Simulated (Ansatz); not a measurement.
# Pb in Ansatz: the effect of functional

Pb:

```
Pb
1.0
     0.00000    2.50759    2.50759
     2.50759    0.00000    2.50759
     2.50759    2.50759    0.00000
Pb
1
Direct
  0.00000 0.00000 0.00000
```

The cell isn't the ideal one: volume scaled by 1.04.

Alike in all runs:

```yaml
Program: Ansatz 0.2.0
Task: single point
Potentials_or_basis: Ansatz PAW
k_mesh: 9 × 9 × 9
Occupations: fermi-dirac, width 0.05 eV
Spin: no spin polarisation
```

```tsv
functional	cutoff	pressure (GPa)
LDA	420 eV (not typed: the program's choice for these potentials)	?
r2SCAN	500 eV (not typed: the program's choice for these potentials)	-0.7
PBE	420 eV (not typed: the program's choice for these potentials)	0.4
```

Problem. What does the run with functional LDA give?

Solution. Pressure -3.7 GPa.

Caveats: the PAW data sets come from PBE, with cores solved anew for the run's functional, which leaves a small shift of forces and pressure (some runs).
